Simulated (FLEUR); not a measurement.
**Pd: equation of state with LDA (Wigner correlation)**

Crystal: Pd.

```
Pd
1.0
     0.00000    1.94650    1.94650
     1.94650    0.00000    1.94650
     1.94650    1.94650    0.00000
Pd
1
Direct
  0.00000 0.00000 0.00000
```

```yaml
Program: FLEUR MaX-R8.1 (later development tree)
Task: equation of state
Functional: LDA (Wigner correlation)
Potentials_or_basis: all-electron
Basis: FLAPW
Kmax: 4.15 1/bohr
k_mesh: 12 × 12 × 12
Occupations: fermi-dirac, width 0.05 eV
Spin: no spin polarisation
```

```yaml
Equilibrium_volume: 14.53 Å³/atom
Bulk_modulus: 215 GPa
Pressure_derivative_of_the_bulk_modulus: "5.7 (rough: it moves with the points fitted)"
```

Energy against volume, from the lowest point:
```tsv
volume (Å³/atom)	energy (meV/atom)
13.865	20.44
14.160	4.49
14.750	0.00
15.340	24.60
15.635	45.63
```

Zero-point motion and thermal expansion aren't in these numbers.
